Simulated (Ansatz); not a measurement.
The system is CuO.

```
CELL_PARAMETERS angstrom
-2.34185 1.71130 0.00000
0.85003 0.00000 -5.05787
-2.34185 -5.13390 0.00000
ATOMIC_POSITIONS crystal
Cu 0.24800 0.00060 0.24330
Cu 0.74800 0.00060 0.74330
Cu 0.99800 0.50060 0.49330
Cu 0.49800 0.50060 0.99330
O 0.70720 0.75060 0.28410
O 0.20720 0.75060 0.78410
O 0.78880 0.25060 0.20250
O 0.30482 0.24579 0.75612
```

Program: Ansatz 0.2.0. Alike in all runs: potentials or basis Ansatz PAW; no spin polarisation; cell as given; smearing fermi-dirac 0.05 eV.

**Question.** Order these runs on this cell by their pressure, lowest first.
A. level PBEsol+U; U Cu d U = 5.3 eV; k mesh 9 × 5 × 5; cutoff (eV) 420; points for each segment of the path 10; hubbard projectors ortho-atomic (the default); double counting fll (the default)
B. level PBE; k mesh 9 × 5 × 5; cutoff (eV) 300
C. level PBE; k mesh 16 × 9 × 9; cutoff (eV) 420

**Answer.** A (3.1 GPa), B (7.4 GPa), C (8.9 GPa).

Caveats: the run has no spin polarisation, though such a crystal can be magnetic; the pressure holds a Pulay correction of +41.5 GPa for the finite cutoff (some runs); the cutoff lies under the one recommended for these potentials (some runs); U without spin polarisation on a metal has little footing (some runs); the PAW data sets come from PBE, with cores solved anew for the run's functional, which leaves a small shift of forces and pressure (some runs).
